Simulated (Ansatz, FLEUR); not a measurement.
One calculation of FePt, 3 ways

```
Pt Fe
1.0
     2.72350    0.00000    0.00000
     0.00000    2.72350    0.00000
     0.00000    0.00000    3.72000
Pt Fe
1 1
Direct
  0.50000 0.50000 0.50000
  0.00000 0.00000 0.00000
```

Alike in all runs: task band structure; functional BLYP; k mesh 10 × 10 × 7; occupations fermi-dirac, width 0.05 eV; collinear spin, ferromagnetic start; no spin-orbit coupling. Pressure is positive in compression and, in plane waves, holds the error of the finite cutoff, which Ansatz's Pulay term estimates and takes out.

| program and potentials | plane-wave cutoff (eV) | notes | pressure (GPa) | net moment per atom (μB) |
| --- | --- | --- | --- | --- |
| Ansatz, Ansatz PAW | 420 | potentials made for PBE, which Ansatz adapts in part; Pulay term of +0.08 GPa included | 14.12 | 1.61 |
| FLEUR, all-electron, FLAPW | - | - | - | 1.61 |
| Ansatz, all-electron LAPW, scalar-relativistic | - | - | 14.09 | 1.61 |

The pressure spans 14.09 (Ansatz, all-electron LAPW, scalar-relativistic) to 14.12 GPa (Ansatz, Ansatz PAW), with all-electron results at 14.09. All agree on the net moment per atom. Some sets were made for another functional than the one run, which can shift their rows. The cell lies far from this level's equilibrium. The state is the one that the start led to, which needn't be the lowest.

Differences between rows come from potentials, basis sets and numerical settings, since the functional is the same but for its coding. Runs on potential files found faulty are left out.
